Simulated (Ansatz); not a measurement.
# InP: the cost of one run

Program: Ansatz 0.2.0. Level of theory: DFT PBEsol, scalar-relativistic, plane waves, PAW. These are calculated values, not measurements.

The COD entry's cell or inner coordinates are ideal or old and differ from later refinements, so a difference from it is no clean test against experiment.

3 further runs of the same task are left out: 2 that didn't finish, 1 set aside as unsound or not needed.

**1. The system as given**

It takes space group F-43m (No. 216, cubic). Conventional cell: a = 5.878 Å, b = 5.878 Å, c = 5.878 Å, α = 90.00°, β = 90.00°, γ = 90.00°. Around In (site symmetry -43m) lie 4 P at 2.55 Å. P (site symmetry -43m) has 4 In at 2.55 Å as nearest neighbours.

Coordinates:

```
CELL_PARAMETERS angstrom
0.00000 2.93909 2.93909
2.93909 0.00000 2.93909
2.93909 2.93909 0.00000
ATOMIC_POSITIONS crystal
In 0.00000 0.00000 0.00000
P 0.25000 0.25000 0.25000
```

It is the result of an earlier relaxation at this level (volume 25.39 Å³/atom; gap on the mesh: 0.57 eV).

Bulk energy on matching settings, from an earlier run: -3132.9335 eV/atom.

**2. Cutting the (110) slab**

Miller indices refer to the conventional cell of the relaxed bulk, F-43m (No. 216): a = 5.878 Å, b = 5.878 Å, c = 5.878 Å, α = 90.00°, β = 90.00°, γ = 90.00°.

The slab is a (110) slab, 10.4 Å thick as cut, with 15 Å of vacuum; its outer planes are InP (top) and InP (bottom).

The slab as cut. Its planes from the bottom up:

```tsv
plane	atoms per cell	height over the lowest (Å)
1	InP	0.00
2	InP	2.08
3	InP	4.16
4	InP	6.23
5	InP	8.31
6	InP	10.39
```

**3. Single point on the unrelaxed (110) slab**

The cell repeats along c, and a dipole correction in the vacuum removes the field between the copies.

Input file input.yaml:

```yaml
crystal:
  lattice:
    - [4.1565024009, 0.0, 0.0]
    - [0.0, 5.8781820674, 0.0]
    - [0.0, 0.0, 25.3912560023]
  atoms:
    - { symbol: In, position: [0.5, 0.5, 0.2953772747] }
    - { symbol: P, position: [0.0, 0.25, 0.2953772747] }
    - { symbol: In, position: [0.0, 0.0, 0.3772263648] }
    - { symbol: P, position: [0.5, 0.75, 0.3772263648] }
    - { symbol: In, position: [0.5, 0.5, 0.4590754549] }
    - { symbol: P, position: [0.0, 0.25, 0.4590754549] }
    - { symbol: In, position: [0.0, 0.0, 0.5409245451] }
    - { symbol: P, position: [0.5, 0.75, 0.5409245451] }
    - { symbol: In, position: [0.5, 0.5, 0.6227736352] }
    - { symbol: P, position: [0.0, 0.25, 0.6227736352] }
    - { symbol: In, position: [0.0, 0.0, 0.7046227253] }
    - { symbol: P, position: [0.5, 0.75, 0.7046227253] }
basis:
  ecutwfc: 420
kpoints:
  mp_grid: { grid: [8, 6, 1] }
hamiltonian:
  xc: pbesol
scf:
  occupations: { method: gaussian, width: 0.05 }
output:
  forces: true
  stress: true
  eigenvalues: true
  write_density: true
  write_potential: true
  elf: true
  volumetric_format: npy
efield:
  axis: 3
  dipole_correction: true
  ramp_width: 0.04
```

Launch:

```bash
ansatz run input.yaml --threads 1 --pin off --max-ram 2560MiB --backend cpu --events-out ev --progress --plain --runs-dir out
```

Q: Estimate wall time and peak memory on 1 thread of Intel Xeon at 2.70GHz, shared host.

About 3.1 min, with a peak of 0.98 GiB.
